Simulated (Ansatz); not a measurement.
# Li2O: the cost of one run

All numbers are computed with Ansatz 0.2.0, driven from Python. Level of theory: DFT PBE, plane waves, PAW.

## 1. The system

Symmetry: Fm-3m, No. 225, cubic system. The conventional cell has a = 4.610 Å, b = 4.610 Å, c = 4.610 Å, α = 90.00°, β = 90.00°, γ = 90.00°. Li (site symmetry -43m) has 4 O at 2.00 Å in its first shell of neighbours. O (site symmetry m-3m) is surrounded by 8 Li at 2.00 Å.

The script holds or builds the structure itself.

## 2. The code

push.py reads:

```python
"""Energy and force of Li2O as one atom is pushed off its site."""

import ansatz as az
import numpy as np


def main() -> None:
    lattice = az.Lattice.of(
        (0.0, 2.305, 2.305),
        (2.305, 0.0, 2.305),
        (2.305, 2.305, 0.0),
    )
    sites = [
        ("Li", (0.25, 0.25, 0.25)),
        ("Li", (0.75, 0.75, 0.75)),
        ("O", (0.0, 0.0, 0.0)),
    ]
    structure = az.Crystal(lattice=lattice)
    for symbol, position in sites:
        structure = structure.atom(symbol, position)

    inverse = np.linalg.inv(np.array(structure.lattice.vectors))
    home = np.array(structure.sites[2].position)
    values = np.linspace(-0.1, 0.1, 5)
    energies, pulls = [], []
    for shift in values:
        moved = structure.move(2, to=home + shift * inverse[1])
        setup = moved.calculation()
        setup = setup.functional("pbe")
        setup = setup.occupations("Fixed")
        setup = setup.basis(16 * az.Ha).kpoints(mesh=(8, 8, 8))
        setup = setup.forces()
        r = setup.run(threads=1).report
        energies.append(r["free_energy_ev"])
        pulls.append(r["forces_ev_ang"][2][1])

    # the force is minus the slope of the free energy
    print("shift (A)   dE (eV)   force along y (eV/A)")
    for shift, e, f in zip(values, energies, pulls):
        print(f"{shift:8.3f} {e - energies[2]:10.5f} {f:12.4f}")
    print(f"stiffness from energies {2 * np.polyfit(values, energies, 2)[0]:.3f}, from forces {-np.polyfit(values, pulls, 1)[0]:.3f} eV/A^2")


if __name__ == "__main__":
    main()
```

## 3. The run

The run is started by

```sh
$ python push.py
```

Q: Estimate wall time and peak memory on 1 thread of Arm Neoverse V2, shared host.

About 5.5 s, with a peak of 0.35 GiB.
